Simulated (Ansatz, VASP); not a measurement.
# MnS: VASP beside Ansatz

INCAR

```
PREC = Accurate
ENCUT = 520
EDIFF = 1E-6
ISMEAR = 0
SIGMA = 0.05
LREAL = False
LASPH = True
NELM = 60
ALGO = Fast
ISIF = 2
LWAVE = False
LCHARG = False
GGA = PE
NBANDS = 16
```

Contents of KPOINTS:

```
Automatic mesh
0
Gamma
  12 12 12
```

The input POSCAR:

```
MnS
1.0
    0.0000000000      2.4278361185      2.4278361185
    2.4278361185      0.0000000000      2.4278361185
    2.4278361185      2.4278361185      0.0000000000
Mn S
1 1
Direct
    0.0000000000      0.0000000000      0.0000000000
    0.5000000000      0.5000000000      0.5000000000
```

Input for Ansatz:

```yaml
crystal:
  lattice:
    - [0.0, 2.4278361185, 2.4278361185]
    - [2.4278361185, 0.0, 2.4278361185]
    - [2.4278361185, 2.4278361185, 0.0]
  atoms:
    - { symbol: Mn, position: [0.0, 0.0, 0.0] }
    - { symbol: S, position: [0.5, 0.5, 0.5] }
basis:
  ecutwfc: 420
  ecutrho_ratio: 4
kpoints:
  mp_grid: { grid: [12, 12, 12] }
hamiltonian:
  xc: pbe
scf:
  occupations: { method: gaussian, width: 0.05 }
output:
  forces: true
  stress: true
  eigenvalues: true
```

Alike in both runs: task single point; functional PBE; k mesh 12 × 12 × 12; occupations gaussian, width 0.05 eV; no spin polarisation.

|  | VASP | Ansatz |
| --- | --- | --- |
| version | VASP 6.6.1 | Ansatz 0.2.0 |
| potentials or method | VASP PAW PBE potentials, release 64 (Mn_pv, S) | scalar-relativistic, plane waves, PAW |
| plane-wave cutoff (eV) | 520 | 420 |
| valence electrons in the cell | 19 | 21 |

Ansatz gave:

```
gap on the k mesh at the Fermi level (eV) : none
pressure (GPa)                            : -12.6
```

Q: What did VASP give for the same quantities?

A: gap on the k mesh at the Fermi level (eV): none; pressure (GPa): -12.4.

A gap of «none» marks a metal or a gap that the smearing closes. With one functional, cell and mesh, what is left measures potentials, basis and numerics. The two sets of potentials don't hold the same shells in valence.

Caveats: the run has no spin polarisation, though such a crystal can be magnetic; semilocal functionals often make such compounds metallic where correlation or magnetic order opens a gap, which also shifts bond lengths. With open d or f shells a metallic result of PBE can be an artefact of self-interaction; +U or a hybrid may open a gap. Spin polarisation is off, so any magnetic state and its effect on volume and gap are missing.
